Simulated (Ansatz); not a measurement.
The system is In.

```
In
1.0
    -1.88253    1.88253    1.88253
     1.88253   -1.88253    1.88253
     1.88253    1.88253   -1.88253
In
1
Direct
  0.00000 0.00000 0.00000
```

This isn't the form of In at room conditions, which is tetragonal.

| Quantity | Value |
| --- | --- |
| Program | Ansatz 0.2.0 |
| Task | single point |
| Functional | PBEsol |
| Potentials or basis | Ansatz PAW |
| Cutoff | 420 eV (not typed: the program's choice for these potentials) |
| k mesh | 10 × 10 × 10 |
| Occupations | fermi-dirac, width 0.05 eV |
| Spin | no spin polarisation |

On this cell: pressure -1.3 GPa; band gap on the k mesh none (metal or under the smearing width).

The same run follows on a disturbed copy (cell strained at random at fixed volume):

```
In
1.0
    -1.86975    1.85713    1.91387
     1.83353   -1.91280    1.93333
     1.85852    1.90157   -1.96954
In
1
Direct
  0.99990 0.99783 0.00147
```

Problem. What does the disturbed cell give?

Solution. The energy (extrapolated to zero smearing) moves by +1.5 meV/atom; pressure -1.3 GPa; band gap on the k mesh none (metal or under the smearing width).

Stress tensor (GPa, compression positive):
```
-0.86 -0.07  0.31
-0.07 -1.45  0.62
 0.31  0.62 -1.59
```

Caveats: the PAW data sets come from PBE, with cores solved anew for the run's functional, which leaves a small shift of forces and pressure.
